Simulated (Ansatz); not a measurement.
# A series in volume scale on Cs

Results calculated with Ansatz 0.2.0, not measured. Periodic Kohn-Sham DFT of a crystal at fixed atoms, scaled to volume_scale times the given cell; pressure positive in compression, energy less spherical unpolarised free atoms, largest_vzz the field gradient of largest size among the nuclei.

The cell before it is scaled or strained (space group Fd-3m, No. 227):
```
Cs
1.0
      0.0000     5.7337     5.7337
      5.7337     0.0000     5.7337
      5.7337     5.7337     0.0000
Cs
2
Direct
  0.00000 0.00000 0.00000
  0.25000 0.25000 0.25000
```

Settings of every row: method frozen-core PAW; functional PBE; relativity scalar; k mesh 11x11x11; filling fermi-dirac; smearing width 0.05 eV; wave cutoff 420 eV; paw set soft_2.

Atom start moment: 0 on all atoms.

Limits: no spin-orbit coupling on heavy atoms; the cell comes from a prototype or a list of computed structures and needn't be the stable phase.

| row | volume scale | V (Å³/atom) | pressure (GPa) |
| --- | --- | --- | --- |
| 1 | 0.96 | 180.957 | 0.032 |
| 2 | 0.98 | 184.727 | 0.016 |
| 3 | 1 | 188.5 | ? |
| 4 | 1.02 | 192.267 | -0.011 |
| 5 | 1.04 | 196.037 | -0.023 |

Question: what pressure should row 3 give?

Worked fit of pressure. Take u = (V_r/V)^(2/3) − 1 with V_r = 188.5 Å³ an atom, which is twice the finite (Eulerian) strain; such expansions in the strain, on which the Birch-Murnaghan equation of state is built, carry the rest volume and the bulk modulus. The shown rows have u = 0.0276, 0.01357, -0.0131, -0.0258. Least squares give pressure = 0.0018 + 1.023 × u + 2.5 × u² GPa; a straight line predicts inner rows, each left out in turn, worse (root mean square 0.0011 against 0.00038 GPa). All shown rows lie on it to the printed digit. The pressure vanishes at u = -0.0018, or V = 189 Å³ an atom, and there the bulk modulus at fixed shape and fractions is B = −V dP/dV = (2/3)(1 + u) dP/du = 0.675 GPa. The withheld row has u = 0, so the fit gives 0.0018 + 1.023 × (0) + 2.5 × (0)² = 0.002 GPa.

The calculation gave 0.002 GPa. The fit meets it to the printed digit.
